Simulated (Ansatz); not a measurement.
A surface is cut from this relaxed crystal of TiSi2:

Space group Fddd:1 (No. 70). a = 4.781 Å, b = 8.232 Å, c = 8.516 Å, α = 90.00°, β = 90.00°, γ = 90.00°
| atom | site | symmetry | x | y | z |
| --- | --- | --- | --- | --- | --- |
| Ti | 8b | 222 | 0.7500 | 0.2500 | 0.2500 |
| Si | 16f | .2. | 0.7500 | 0.5873 | 0.2500 |

Miller indices refer to the conventional cell of Fddd (No. 70), a = 4.781 Å, b = 8.232 Å, c = 8.516 Å, α = 90.00°, β = 90.00°, γ = 90.00°.

The (010) slab of 21 planes, 13.8 Å thick with 15 Å of vacuum as cut; outer planes Si (top) and Si (bottom).

Method: DFT r2SCAN, scalar-relativistic, plane waves, PAW in Ansatz. Cutoff 500 eV; k points 8×8×1 on the computed 21-atom cell (Γ-centred); Gaussian smearing, width 0.10 eV; no spin polarisation. A dipole correction removes the field between periodic images along c.

With the atoms at the bulk's places:

```yaml
Surface_energy_mean_of_both_faces: 2.09 J/m²
Work_function: 4.82 eV
```

Problem. What changes when all atoms relax within this surface cell and its symmetry?

Solution. The energy falls by 0.124 J/m² a face, and the largest move is 0.19 Å.

```yaml
Surface_energy_mean_of_both_faces: 1.96 J/m²
Work_function: 4.64 eV
```

```tsv
plane (bottom to top)	atoms	spacing to next, bulk (Å)	relaxed (Å)	change (%)
1	Si	0.719	0.571	-20.6
2	Ti	0.719	0.656	-8.8
3	Si	0.620	0.445	-28.3
4	Si	0.719	0.977	+35.9
5	Ti	0.719	0.661	-8.0
6	Si	0.620	0.587	-5.3
7	Si	0.719	0.702	-2.4
8	Ti	0.719	0.760	+5.8
9	Si	0.620	0.638	+2.9
10	Si	0.719	0.702	-2.3
11	Ti	0.719	0.702	-2.3
12	Si	0.620	0.638	+2.9
13	Si	0.719	0.760	+5.8
14	Ti	0.719	0.702	-2.4
15	Si	0.620	0.587	-5.3
16	Si	0.719	0.661	-8.0
17	Ti	0.719	0.977	+35.9
18	Si	0.620	0.445	-28.3
19	Si	0.719	0.656	-8.8
20	Ti	0.719	0.571	-20.6
21	Si
```